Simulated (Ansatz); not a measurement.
# Al2Ru: iterations to self-consistency

Computed with DFT PBEsol, scalar-relativistic, plane waves, PAW in Ansatz 0.2.0.

```cif
data_structure
_symmetry_space_group_name_H-M 'P 1'
_symmetry_Int_Tables_number 1
_cell_length_a 5.9333
_cell_length_b 4.9819
_cell_length_c 4.6317
_cell_angle_alpha 76.123
_cell_angle_beta 54.602
_cell_angle_gamma 49.275
_cell_volume 82.44
loop_
_atom_site_label
_atom_site_type_symbol
_atom_site_fract_x
_atom_site_fract_y
_atom_site_fract_z
_atom_site_occupancy
Al1 Al 0.07906 0.42094 0.07906 1
Al2 Al 0.42094 0.07906 0.42094 1
Al3 Al 0.17094 0.82906 0.17094 1
Al4 Al 0.82906 0.17094 0.82906 1
Ru1 Ru 0.75000 0.75000 0.75000 1
Ru2 Ru 0.50000 0.50000 0.50000 1
```

```json
{"plane-wave cutoff": "420 eV", "Γ-centred k-mesh": "10×10×10", "occupation rule": "Gaussian smearing, 0.01 eV", "spin treatment": "unpolarised"}
```

Each run starts from superposed atomic densities and uses Broyden mixing with its automatic preconditioner, at most 120 iterations and the default threshold on the density residual; only the length of the Broyden history differs.

Question: Order these values of the length of the Broyden history from fewest iterations to most.
A. 1
B. 3
C. 2
D. 16

Answer: D (8 iterations), B (9 iterations), C (10 iterations), A (12 iterations).

| length of the Broyden history | iterations | converged | density residual (eV) at iterations 1, 3, 5 |
| --- | --- | --- | --- |
| 1 | 12 | yes | 8.9 0.28 0.0018 |
| 2 | 10 | yes | 8.9 0.28 0.00086 |
| 3 | 9 | yes | 8.9 0.28 0.00062 |
| 16 | 8 | yes | 8.9 0.24 0.00023 |

Cost: 4 runs of about 1.9 core-minutes in all, on Intel Xeon Processor @ 2.70GHz (shared hosts).